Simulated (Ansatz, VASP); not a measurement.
## Cd: VASP beside Ansatz

```
Cd
1.0
     2.92737    0.00000    0.00000
    -1.46368    2.53517    0.00000
     0.00000    0.00000    5.72680
Cd
2
Direct
  0.33333 0.66667 0.25000
  0.66667 0.33333 0.75000
```

Alike in both runs: functional PBEsol; k mesh 12 × 12 × 6; occupations fermi-dirac, width 0.1 eV; no spin polarisation.

Ansatz relaxed the structure, and its values are those at the end. VASP's run is a single point on that final structure, the one shown.

|  | VASP | Ansatz |
| --- | --- | --- |
| version | VASP 6.6.1 | Ansatz 0.2.0 |
| potentials or method | VASP PAW PBE potentials, release 64 (Cd) | plane waves (420 eV) with PAW, scalar-relativistic |
| plane-wave cutoff (eV) | 520 | 420 |
| valence electrons in the cell | 24 | 40 |

```tsv
	VASP	Ansatz	Ansatz less VASP
pressure (GPa)	0.4	0.0	-0.39
```

The two sets of potentials don't hold the same shells in valence. Ansatz warned: «pseudo_functional_mismatch».

Caveats: the PAW data sets were made with another functional, which shifts forces and pressure a little (VASP).
